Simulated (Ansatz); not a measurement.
# MgTe (P6_3mc): relaxation of the ions

Wanted for MgTe (P6_3mc): a relaxation of the ions.

Computed with Ansatz 0.2.0, driven from Python. Level of theory: DFT PBE, plane waves, PAW.

## (1) The structure

Symmetry: P6_3mc, No. 186, hexagonal system. The conventional cell has a = 4.520 Å, b = 4.520 Å, c = 7.330 Å, α = 90.00°, β = 90.00°, γ = 120.00°. Mg (site symmetry 3m) has 4 Te at 2.74 to 2.82 Å as nearest neighbours. Te (site symmetry 3m) is surrounded by 4 Mg at 2.74 to 2.82 Å.

No structure file is read: the coordinates are typed or built in the script.

## (2) Script

The input, relax.py:

```python
# -*- coding: utf-8 -*-
"""Relax the ions of MgTe at fixed cell."""

import warnings

import ansatz as az
from ase import Atoms
from ase.data import atomic_numbers
from ase.io import write
import numpy as np
import spglib

warnings.simplefilter("ignore", az.DeckWarning)

mgte = (
    az.Lattice.from_parameters(4.52, 4.52, 7.33, alpha=90, beta=90, gamma=120)
    .space_group(186)
    .atom("Mg", (1 / 3, 2 / 3, 0.0))
    .atom("Te", (1 / 3, 2 / 3, 0.385))
)

model = (
    mgte.calculation()
    .occupations("fixed")
    .kpoints(6, 6, 4)
    .basis(470)
    .pseudopotentials("paw")
    .relax()
)
steps = []


def collect(event):
    if event["event"] == "relax_step":
        steps.append(event["data"])


res = model.session().plan().execute(on_event=collect)
report = res.report
for s in steps:
    flag = "" if s["accepted"] else "  (rejected)"
    print("step %2d  E = %.5f eV  largest force component = %.4f eV/A%s" % (s["step"], s["lagrangian_ev"], s["allowed_force_max_ev_ang"], flag))

first, last = steps[0], steps[-1]
symbols = [site.symbol for site in res.lattice.sites]
print(f"energy gained {first['lagrangian_ev'] - last['lagrangian_ev']:.4f} eV in {len(steps) - 1} steps")

fractions = [site.position_frac for site in res.lattice.sites]
numbers = [atomic_numbers[s] for s in symbols]
for tolerance in (1e-3, 1e-2, 1e-1):
    print(f"space group at {tolerance} A:", spglib.get_spacegroup((res.lattice.cell_ang, fractions, numbers), symprec=tolerance))

moved = np.linalg.norm(np.array(last["positions_ang"]) - np.array(first["positions_ang"]), axis=1)
print("displacement by atom (A):", " ".join(f"{s}:{d:.3f}" for s, d in zip(symbols, moved)))

print("atom   start x y z (A)              end x y z (A)")
for symbol, a, b in zip(symbols, first["positions_ang"], last["positions_ang"]):
    print(f"{symbol:3s}", " ".join(f"{v:8.4f}" for v in a), "  ", " ".join(f"{v:8.4f}" for v in b))

relaxed = Atoms(symbols, positions=[site.position_ang for site in res.lattice.sites], cell=res.lattice.cell_ang, pbc=True)
write("relaxed.extxyz", relaxed, format="extxyz")

n_atoms = len(report["lattice"]["sites"])
print("F =", round(report["free_energy_ev"], 4), "eV for", n_atoms, "atoms")
print("E(sigma -> 0) =", round(report["energy_sigma0_ev"], 4), "eV, TS =", round(report["entropy_ts_ev"], 5), "eV")
print("closed by", report["closed_by"], "after", report["n_iterations"], "iterations")
```

## (3) Launch

On the command line:

```sh
$ python relax.py
```

**Question.** What results will this script give? Wanted: free energy; moves of the relaxation; energy gained; last largest force component.

As calculated:

```
                    quantity                                value
                 free energy  -17810.9932 eV (-4452.7483 eV/atom)
     moves of the relaxation                                    2
               energy gained                         3.4 meV/atom
last largest force component                          0.0095 eV/Å
```

The relaxation took 2 moves; the largest shift is 0.030 Å. The script had first distorted the structure, so the gain undoes that, in part or whole. Reading the output:
- Energies along a relaxation are free energies. A last row that repeats the one before re-solves the same geometry more tightly.
- No functional is typed, so the default, PBE, holds.
